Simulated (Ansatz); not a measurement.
Run record: elastic constants by finite strains of CuI (F-43m)

Method: PBEsol, all-electron LAPW in Ansatz 0.2.0, scalar-relativistic.

The cell comes from a PAW relaxation under the same functional.

The structure is one entry of a database and needn't be the stable phase.

Launched as:

```sh
ansatz run input.yaml --threads 1 --pin off --max-ram 2560MiB --backend cpu --events-out ev --progress --plain --runs-dir out
```

input.yaml:

```yaml
crystal:
  lattice:
    - [0.0, 2.96953483935, 2.96953483935]
    - [2.96953483935, 0.0, 2.96953483935]
    - [2.96953483935, 2.96953483935, 0.0]
  atoms:
    - { symbol: Cu, position: [0.75, 0.75, 0.75] }
    - { symbol: I, position: [0.0, 0.0, 0.0] }
kpoints:
  mp_grid: { grid: [8, 8, 8] }
scf:
  occupations: { method: fixed }
hamiltonian:
  xc: pbesol
  pseudopotentials: { kind: all_electron, lapw: { basis_error: 0.001 } }
elastic:
  mode: relaxed_ion
  stencil: two_point
  amplitude: 0.003
```

Output:

```
Warning: RAYON_NUM_THREADS=1 ignored (pool sized by the plan → 1); use --threads N
LAPW: plane waves up to 9.179 Å⁻¹, error target 1.0e-3 eV per atom; small_component_spin mean_spin; Cu in spheres of 1.232 Å, 19 of its electrons in bands, Dirac shells []; I in spheres of 1.262 Å, 25 of its electrons in bands, ...
Engine: ansatz 0.2.0, aarch64-unknown-linux-gnu
Pseudopotentials: kind: all_electron
Pseudopotential: Cu, LAPW, valence charge 19, lapw/all_electron/scalar/gaussian/Cu, Koelling and Harmon's equation, gaussian nucleus
Pseudopotential: I, LAPW, valence charge 25, lapw/all_electron/scalar/gaussian/I, Koelling and Harmon's equation, gaussian nucleus
Functional definition: PBEsol
  exchange = pbesol_x
  correlation = pbesol_c
davidson cushion auto → on  (no smearing: the cushion is to keep the highest requested band from converging to the state above it; pin scf.eigensolver.cushion to override)
Crystal: 2 atoms, lattice volume = 52.372 Å³
Basis set: ecut = 321.00229414569964 eV, 701 PW (Γ), exchange–correlation at level 2
Bands: 27, of which v1, the nominal top of the filled ones, is band 22 counted from 1 (21 counted from 0)
Symmetry: 24 space group operations
Space group: F-43m (ITA 216), of the structure as read, at distance tolerance 3.7e-5 Å
k-points: 29 of 512 (time reversal used)
Non-local potential: Cu, projectors of the file, none
Non-local potential: I, projectors of the file, none
Initial density: superposition of atomic densities (chi_scale 0.1, normalization cell, long waves kept (reshape's long-wave potential 0.00 eV rms))
Initial wavefunctions: plane waves of lowest kinetic energy (no species holds an atomic orbital)
Functional: x = pbesol(κ = 0.804, μ = 0.12345679012345678), c = pbesol(β = 0.046)
iter 1 solved again at ethr=4.46e-4 eV; its pass at ethr=1.00e-1 eV (dr2=1.96e-1 eV) is discarded
SCF iter   1: F=—  HF=-238559.718538 eV  |F-HF|=—  |Δ(HF+E_count)|=         —  Δρ=2.09e-2  dr2=1.98e-1  ethr=4.46e-4  ⟨swp⟩=2.4  Hψ=5267  notcnv=0
[... 138 lines left out ...]
--- Forces (eV/Å), atoms counted from 1 ---
  atom   1  Cu    -0.00000000     0.00000000     0.00000000
  atom   2  I      0.00000000    -0.00000000     0.00000000
  max |Σ_I F_I| component: 9.25e-18 eV/Å
--- Stress (GPa, compression-positive) ---
        0.020963      -0.000000       0.000000
       -0.000000       0.020963       0.000000
        0.000000       0.000000       0.020963
  P = ⅓ Tr σ = 0.0210 GPa (0.210 kbar)
--- Elastic constants: 2 strain directions × 2 members + reference (group order 24) ---
  dense FFT box of the reference and of every strained cell: 30×30×30
  strains applied: 11, 23; error gains: componentwise 1.00 (the most a stress slope's error grows in a printed constant), spectral 1.73 (1 for all six strains in a standard setting)
  C = ∂σ_k/∂η_j (tension-positive GPa; Voigt order 11 22 33 23 13 12):
        62.451     42.909     42.909      0.000      0.000     -0.000
        42.909     62.451     42.909      0.000      0.000     -0.000
        42.909     42.909     62.451      0.000      0.000      0.000
         0.000     -0.000     -0.000     24.096      0.000      0.000
         0.000      0.000      0.000     -0.000     24.096      0.000
        -0.000      0.000     -0.000      0.000      0.000     24.096
  reference stress σ⁰ (GPa):     -0.021     -0.021     -0.021     -0.000     -0.000      0.000
  no Pulay correction (none for the plane-wave cutoff is built on LAPW): the batch's stresses and constants are at fixed plane waves
  C* (energy form; C + prestress term) asymmetry max|C*_kj − C*_jk| = 7.105e-15 GPa — a small one proves nothing (zero by symmetry where the batch's group is 432, −43m or m−3m); a large one is finite-difference/SCF noise where ...
  moduli (Voigt/Reuss/Hill, GPa): K = 49.42/49.42/49.42   G = 18.37/15.19/16.78   E = 45.22   ν = 0.348
  mechanically stable: yes (min eigenvalue of sym C = 19.54 GPa)
  where every solve meets its electron count the energy-path curvature estimates C_jj along a normal strain and C_jj − ¼(σ⁰_aa + σ⁰_bb) along a shear (ab), closely only under elastic.basis: deformed
  strain η (Voigt 11):  stress-route row diagonal C_11 = 62.45 GPa, energy-path curvature d²(F+E_count)/dδ²/Ω₀ = 62.45 GPa
         δ    σ_11 (GPa)             F (eV)   n_scf  n_hpsi   n_pw
    -3.000e-3      -0.2093     -238559.4164392       8   53658    701   relax 0 steps, max|allowed force component| 5.55e-17 eV/Å
     3.000e-3       0.1654     -238559.4164809       8   53577    701   relax 0 steps, max|allowed force component| 5.55e-17 eV/Å
  strain η (Voigt 23):  stress-route row diagonal C_44 = 24.10 GPa, energy-path curvature d²(F+E_count)/dδ²/Ω₀ = 24.11 GPa
         δ    σ_23 (GPa)             F (eV)   n_scf  n_hpsi   n_pw
    -3.000e-3      -0.0723     -238559.4165164       2   18657    701   relax 3 steps, max|allowed force component| 3.17e-7 eV/Å
     3.000e-3       0.0723     -238559.4165164       2   18650    701   relax 2 steps, max|allowed force component| 6.03e-8 eV/Å
```

The run converged.

Strained cells:

Elastic constants of a crystal by Kohn-Sham DFT: slopes of the stress over finite engineering strains of the given cell, Voigt indices, Cartesian axes as in the input; stress of each strained cell less that at rest, tension positive.

| strain component | strain | stress xx (GPa) | stress yy (GPa) | stress zz (GPa) | stress yz (GPa) | stress xz (GPa) | stress xy (GPa) | relaxation steps |
| --- | --- | --- | --- | --- | --- | --- | --- | --- |
| xx | -0.003 | -0.1883 | -0.1301 | -0.1301 | 0 | 0 | 0 | 0 |
| xx | 0.003 | 0.1864 | 0.1274 | 0.1274 | 0 | 0 | 0 | 0 |
| yz | -0.003 | 0 | 0.0001 | 0.0001 | -0.0723 | 0 | 0 | 3 |
| yz | 0.003 | 0 | 0.0001 | 0.0001 | 0.0723 | 0 | 0 | 2 |

### Elastic constants

```
Pressure at rest         : 0.021 GPa
Least elastic eigenvalue : 19.54 GPa
Elastically stable       : yes
```

| index | elastic (GPa) |
| --- | --- |
| 11 | 62.45 |
| 12 | 42.91 |
| 44 | 24.1 |

**Elastic moduli**

Hill averages of a grain aggregate, Debye temperature from the mean sound speed over directions.

```json
{
  "Bulk modulus": "49.42 GPa",
  "Shear modulus": "16.78 GPa",
  "Young modulus": "45.22 GPa",
  "Poisson ratio": "0.3475",
  "Bulk over shear modulus": "2.946",
  "Elastic anisotropy index": "1.046",
  "Least young modulus": "27.5 GPa",
  "Largest young modulus": "62.18 GPa",
  "Longitudinal sound speed": "3448 m/s",
  "Transverse sound speed": "1667 m/s",
  "Elastic debye temperature": "185.6 K",
  "Linear compressibility (x, y, z)": "6.745, 6.745, 6.745 1/TPa",
  "Zener ratio": "2.466",
  "Cauchy pressure": "18.81 GPa"
}
```

Limits of these numbers: constants at zero field, no piezoelectric stiffening.

It took 7.1 min on 1 thread of Arm Neoverse V1, with other jobs on the host, peak memory 0.57 GiB.
